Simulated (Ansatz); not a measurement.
Steps from a short run of molecular dynamics on a 2×2×2 supercell (16 atoms) of CaO (Fm-3m), relaxed with r2SCAN; forces from PBEsol in the PAW code Ansatz, 2×2×2 mesh, Fermi-Dirac smearing of 0.026 eV, Langevin thermostat and barostat (NPT), set at 300 K. Spin polarisation is off, nuclei are classical, and the run is far too short for thermal averages.

Problem. At 16 fs the positions in Å are
```
cell (Å): 0.000 4.781 4.781; 4.781 0.000 4.781; 4.781 4.781 0.000
Ca   0.017   0.005   0.016
O    2.372   2.459   2.428
Ca   2.376   2.424  -0.021
O    4.720   4.749   2.422
Ca   2.398  -0.033   2.430
O    4.838   2.390   4.793
Ca   4.760   2.393   2.354
O    7.142   4.823   4.809
Ca   0.000   2.371   2.362
O    2.512   4.789   4.796
Ca   2.400   4.795   2.382
O    4.854   7.239   4.722
Ca   2.330   2.449   4.794
O    4.774   4.727   7.262
Ca   4.787   4.706   4.742
O    7.118   7.227   7.271
```
What are the forces, and how far does the free energy (smearing included) lie above that of step 0, with the atoms on their sites?

Solution. 16.9 meV an atom; forces in eV/Å:
```
cell (Å), as above: 0.000 4.781 4.781; 4.781 0.000 4.781; 4.781 4.781 0.000
Ca  -0.103   0.122  -0.237
O    0.135  -0.401  -0.212
Ca   0.317  -0.257   0.352
O    0.431   0.127  -0.293
Ca   0.156   0.475  -0.074
O   -0.277  -0.104  -0.028
Ca  -0.139  -0.261   0.255
O    0.247  -0.061  -0.053
Ca   0.103   0.232   0.371
O   -0.670   0.106   0.216
Ca  -0.313  -0.046   0.194
O   -0.448  -0.280   0.497
Ca   0.455  -0.334  -0.244
O   -0.070   0.372  -0.445
Ca   0.016   0.515   0.338
O    0.159  -0.206  -0.636
```

Problem. At 20 fs the positions in Å are
```
cell (Å): 0.000 4.778 4.778; 4.778 0.000 4.778; 4.778 4.778 0.000
Ca   0.023   0.007   0.020
O    2.367   2.463   2.431
Ca   2.372   2.430  -0.024
O    4.720   4.746   2.423
Ca   2.400  -0.039   2.440
O    4.843   2.391   4.793
Ca   4.746   2.395   2.339
O    7.128   4.826   4.817
Ca   0.002   2.366   2.357
O    2.527   4.784   4.799
Ca   2.397   4.790   2.374
O    4.857   7.238   4.708
Ca   2.319   2.456   4.793
O    4.759   4.728   7.279
Ca   4.790   4.685   4.736
O    7.110   7.221   7.280
```
What are the forces, and how far does the free energy (smearing included) lie above that of step 0, with the atoms on their sites?

Solution. 22.3 meV an atom; forces in eV/Å:
```
cell (Å), as above: 0.000 4.778 4.778; 4.778 0.000 4.778; 4.778 4.778 0.000
Ca  -0.104   0.167  -0.250
O    0.160  -0.401  -0.235
Ca   0.374  -0.376   0.399
O    0.404   0.100  -0.324
Ca   0.158   0.547  -0.138
O   -0.319  -0.146  -0.046
Ca  -0.089  -0.329   0.332
O    0.310  -0.090  -0.081
Ca   0.088   0.244   0.445
O   -0.769   0.123   0.220
Ca  -0.323   0.010   0.309
O   -0.514  -0.270   0.584
Ca   0.540  -0.389  -0.262
O    0.001   0.355  -0.554
Ca  -0.057   0.661   0.351
O    0.141  -0.204  -0.747
```

Problem. At 32 fs the positions in Å are
```
cell (Å): 0.000 4.783 4.783; 4.783 0.000 4.783; 4.783 4.783 0.000
Ca   0.025   0.032   0.022
O    2.362   2.445   2.447
Ca   2.382   2.434  -0.035
O    4.746   4.768   2.429
Ca   2.429  -0.038   2.477
O    4.851   2.409   4.806
Ca   4.715   2.396   2.312
O    7.111   4.847   4.839
Ca   0.006   2.364   2.370
O    2.524   4.776   4.834
Ca   2.391   4.803   2.378
O    4.831   7.239   4.710
Ca   2.298   2.471   4.796
O    4.721   4.767   7.336
Ca   4.811   4.656   4.750
O    7.140   7.208   7.275
```
What are the forces, and how far does the free energy (smearing included) lie above that of step 0, with the atoms on their sites?

Solution. 26.4 meV an atom; forces in eV/Å:
```
cell (Å), as above: 0.000 4.783 4.783; 4.783 0.000 4.783; 4.783 4.783 0.000
Ca  -0.045   0.120  -0.020
O    0.183  -0.163  -0.294
Ca   0.315  -0.510   0.400
O    0.166  -0.055  -0.277
Ca  -0.163   0.478  -0.388
O   -0.285  -0.275  -0.065
Ca   0.164  -0.225   0.491
O    0.421  -0.214  -0.021
Ca   0.013   0.174   0.399
O   -0.712   0.201   0.046
Ca  -0.195   0.043   0.394
O   -0.410  -0.127   0.638
Ca   0.590  -0.407  -0.117
O    0.353   0.198  -0.770
Ca  -0.364   0.901   0.208
O   -0.031  -0.139  -0.625
```

Problem. At 36 fs the positions in Å are
```
cell (Å): 0.000 4.786 4.786; 4.786 0.000 4.786; 4.786 4.786 0.000
Ca   0.028   0.039   0.019
O    2.359   2.437   2.448
Ca   2.390   2.428  -0.038
O    4.760   4.774   2.432
Ca   2.441  -0.035   2.486
O    4.850   2.413   4.816
Ca   4.711   2.395   2.305
O    7.114   4.852   4.851
Ca   0.004   2.369   2.383
O    2.514   4.778   4.851
Ca   2.390   4.809   2.383
O    4.814   7.227   4.730
Ca   2.296   2.467   4.800
O    4.715   4.784   7.333
Ca   4.822   4.654   4.758
O    7.154   7.198   7.271
```
What are the forces, and how far does the free energy (smearing included) lie above that of step 0, with the atoms on their sites?

Solution. 24.6 meV an atom; forces in eV/Å:
```
cell (Å), as above: 0.000 4.786 4.786; 4.786 0.000 4.786; 4.786 4.786 0.000
Ca  -0.040   0.114   0.093
O    0.184  -0.085  -0.242
Ca   0.220  -0.498   0.426
O    0.080  -0.075  -0.260
Ca  -0.319   0.421  -0.459
O   -0.262  -0.317  -0.082
Ca   0.212  -0.154   0.545
O    0.457  -0.247  -0.060
Ca   0.018   0.081   0.282
O   -0.663   0.171  -0.052
Ca  -0.111   0.018   0.372
O   -0.289  -0.009   0.518
Ca   0.592  -0.361  -0.060
O    0.457   0.101  -0.662
Ca  -0.472   0.901   0.171
O   -0.063  -0.060  -0.531
```

Problem. At 52 fs the positions in Å are
```
cell (Å): 0.000 4.798 4.798; 4.798 0.000 4.798; 4.798 4.798 0.000
Ca   0.025   0.052  -0.004
O    2.340   2.396   2.423
Ca   2.420   2.389  -0.027
O    4.812   4.800   2.420
Ca   2.476  -0.021   2.514
O    4.846   2.390   4.847
Ca   4.704   2.404   2.288
O    7.149   4.850   4.905
Ca   0.000   2.404   2.439
O    2.439   4.820   4.919
Ca   2.379   4.818   2.418
O    4.787   7.190   4.830
Ca   2.321   2.450   4.816
O    4.732   4.863   7.268
Ca   4.850   4.675   4.801
O    7.201   7.169   7.181
```
What are the forces, and how far does the free energy (smearing included) lie above that of step 0, with the atoms on their sites?

Solution. 22.7 meV an atom; forces in eV/Å:
```
cell (Å), as above: 0.000 4.798 4.798; 4.798 0.000 4.798; 4.798 4.798 0.000
Ca   0.003   0.211   0.630
O    0.268   0.231   0.088
Ca  -0.265  -0.298   0.344
O   -0.202  -0.122   0.100
Ca  -0.868   0.227  -0.704
O   -0.203   0.025  -0.186
Ca   0.443   0.119   0.773
O    0.368  -0.331  -0.381
Ca   0.040  -0.439  -0.286
O   -0.194  -0.140  -0.521
Ca   0.212   0.091   0.018
O   -0.061   0.239  -0.327
Ca   0.507  -0.230   0.205
O    0.519  -0.404  -0.077
Ca  -0.522   0.609  -0.008
O   -0.046   0.212   0.332
```

Problem. At 56 fs the positions in Å are
```
cell (Å): 0.000 4.800 4.800; 4.800 0.000 4.800; 4.800 4.800 0.000
Ca   0.025   0.057  -0.008
O    2.341   2.400   2.422
Ca   2.427   2.375  -0.022
O    4.818   4.809   2.430
Ca   2.480  -0.015   2.521
O    4.848   2.382   4.851
Ca   4.705   2.404   2.286
O    7.164   4.837   4.914
Ca   0.001   2.404   2.446
O    2.418   4.837   4.926
Ca   2.376   4.815   2.429
O    4.780   7.186   4.856
Ca   2.334   2.442   4.814
O    4.752   4.884   7.241
Ca   4.849   4.681   4.812
O    7.208   7.169   7.150
```
What are the forces, and how far does the free energy (smearing included) lie above that of step 0, with the atoms on their sites?

Solution. 24.7 meV an atom; forces in eV/Å:
```
cell (Å), as above: 0.000 4.800 4.800; 4.800 0.000 4.800; 4.800 4.800 0.000
Ca  -0.006   0.159   0.701
O    0.250   0.192   0.141
Ca  -0.342  -0.159   0.296
O   -0.198  -0.114   0.112
Ca  -0.894   0.129  -0.742
O   -0.232   0.103  -0.190
Ca   0.535   0.208   0.827
O    0.312  -0.269  -0.472
Ca   0.004  -0.477  -0.344
O   -0.077  -0.267  -0.563
Ca   0.262   0.164  -0.114
O    0.019   0.263  -0.593
Ca   0.413  -0.193   0.311
O    0.369  -0.536   0.122
Ca  -0.416   0.546  -0.033
O    0.001   0.252   0.541
```
